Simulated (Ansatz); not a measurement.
A (001) slab of SnO (P4/nmm (No. 129)), 9 planes, outer planes Sn (top) and Sn (bottom), with 12 atoms (Sn6O6) in a surface cell of A = 14.501 Å², as cut from the bulk:

```
CELL_PARAMETERS angstrom
3.80803 0.00000 0.00000
0.00000 3.80803 0.00000
0.00000 0.00000 27.16230
ATOMIC_POSITIONS crystal
Sn 0.50000 0.00000 0.27612
O 0.00000 0.00000 0.31835
O 0.50000 0.50000 0.31835
Sn 0.00000 0.50000 0.36057
Sn 0.50000 0.00000 0.45777
O 0.00000 0.00000 0.50000
O 0.50000 0.50000 0.50000
Sn 0.00000 0.50000 0.54223
Sn 0.50000 0.00000 0.63943
O 0.00000 0.00000 0.68165
O 0.50000 0.50000 0.68165
Sn 0.00000 0.50000 0.72388
```

Computed with DFT r2SCAN, scalar-relativistic, plane waves, PAW in Ansatz 0.2.0. Settings: cutoff 500 eV, Γ-centred mesh 9×9×1 on the computed 12-atom cell, Gaussian smearing of 0.05 eV; no spin polarisation.

Against the same 12 atoms in the bulk, the slab as cut lies 0.202 eV higher and the relaxed slab 0.200 eV higher.

Q: Work out the surface energy before and after relaxation.

A: The slab has two faces, so γ = (E_slab − N·E_bulk)/(2A), the mean of both. As cut: 0.202/(2 × 14.501) = 0.0070 eV/Å², and 1 eV/Å² = 16.02 J/m², so γ = 0.11 J/m². Relaxed: 0.200/(2 × 14.501) = 0.0069 eV/Å² = 0.11 J/m². Relaxation recovers 1.0 % of the cost of cutting.

Q: What is the ideal work of this cut, per area?

A: Griffith's ideal work is 2γ: 0.22 J/m², whether the new faces relax or not. Other cuts parallel to this plane can cost less. One thickness was run, 9 planes, so γ can still shift with it.

The low surface energy, 0.11 J/m², reflects where the cut runs: between the Sn–O–Sn layers of litharge-type SnO, so that no Sn–O bond is broken. Each surface Sn(II) keeps its oxygen neighbours on one side, while its lone pair, a Sn 5s–O 2p antibonding combination with Sn 5p admixed, already points into the interlayer gap in the bulk. The new faces therefore have no dangling bonds to heal, which explains why relaxation recovers only 1.0 % of the cost.

A parallel cut inside a layer would have to sever Sn–O bonds, so the gap is probably the easiest place to cleave along this plane. The ideal work of 0.22 J/m² thus measures cohesion between layers, not the strength of the Sn–O bond. Because r2SCAN captures intermediate-range but not long-range dispersion, which contributes substantially to such cohesion, the value is probably too low. The small cost supports easy basal cleavage, but says nothing about how readily the layers slide over one another.
